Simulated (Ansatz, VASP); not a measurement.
Os in VASP and in Ansatz

```
CELL_PARAMETERS angstrom
-1.52347 1.52347 1.52347
1.52347 -1.52347 1.52347
1.52347 1.52347 -1.52347
ATOMIC_POSITIONS crystal
Os 0.00000 0.00000 0.00000
```

This isn't the form of Os at room conditions, which is hcp.

Alike in both runs: functional LDA; k mesh 20 × 20 × 20; occupations gaussian, width 0.1 eV; no spin polarisation.

Ansatz relaxed the structure, and its values are those at the end. VASP's run is a single point on that final structure, the one shown.

|  | VASP | Ansatz |
| --- | --- | --- |
| version | VASP 6.6.1 | Ansatz 0.2.0 |
| potentials or method | VASP PAW LDA potentials, release 64 (Os) | scalar-relativistic, plane waves, PAW |
| plane-wave cutoff (eV) | 520 | 420 |
| valence electrons in the cell | 8 | 16 |

Ansatz gave:

- gap on the k mesh at the Fermi level (eV): none
- pressure (GPa): 0.0

Task: Which values does VASP return?

Result: gap on the k mesh at the Fermi level (eV): none; pressure (GPa): 1.1.

A gap of «none» marks a metal or a gap that the smearing closes. The two sets of potentials don't hold the same shells in valence. Ansatz warned: «pseudo_functional_mismatch».

Spin-orbit coupling is left out, which matters for the levels of Os.
